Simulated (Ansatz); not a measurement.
**SiC, zinc blende: band edges under a change of volume**

How fast do the gaps move when the cell is scaled evenly?

Calculated with Ansatz 0.2.0, PBEsol, PAW files of the set soft_1, cutoff 600 eV, Fermi–Dirac smearing 0.02 eV, k-mesh 11×11×11, no spin polarisation, no spin-orbit coupling.

Reference cell, relaxed at zero pressure with PBEsol (F-43m): a = 3.0807 Å, b = 3.0807 Å, c = 3.0807 Å, α = 60.00°, β = 60.00°, γ = 60.00°.

```csv
atom,x,y,z
Si,0.0000,0.0000,0.0000
C,0.7500,0.7500,0.7500
```

Levels are read on the k-mesh and along lines from Γ to X = (0.5, 0, 0.5), L = (0.5, 0.5, 0.5), K = (0.375, 0.375, 0.75) and W = (0.5, 0.25, 0.75) in the reciprocal basis of this cell (the letters only name these points), and count from the highest filled level.

| ln(V/V0) | gap (eV) | direct gap at Γ (eV) | lowest empty at X (eV) |
| --- | --- | --- | --- |
| −0.0619 | 1.186 | 6.889 | 1.186 |
| −0.0202 | 1.225 | 6.403 | 1.225 |
| 0.0000 | 1.244 | 6.170 | 1.244 |
| 0.0198 | 1.261 | 5.941 | 1.261 |
| 0.0392 | 1.278 | 5.718 | 1.278 |
| 0.0583 | 1.293 | 5.501 | 1.293 |

**Question.** Fit the lowest empty level at X and give it at ln(V/V0) = −0.0408, a row left out above.

A straight line through the 6 rows: the means are 0.005867 for ln(V/V0) and 1.2478 for the level, Σ(Δx)² = 0.009361 and ΣΔxΔy = 0.008365, so the slope is 0.008365/0.009361 = 0.8936 and the intercept 1.2478 − (0.8936)(0.005867) = 1.2426.

The slope is the volume deformation potential of this gap, 0.89 eV, as a mean over the range. The line gives 1.206 eV. The run itself gives 1.206 eV, so the estimate misses by 0.000 eV, a rounding's worth.

The gap lies below the direct one at Γ in every row. Semilocal functionals give gaps that are too small, and the error differs from valley to valley, so the order of close valleys can be wrong too.

[Logs are printed without paths, hosts, clocks, repeated set-up lines and the standing remarks that a program may print on its own settings, such as how far it seeks lower states.]
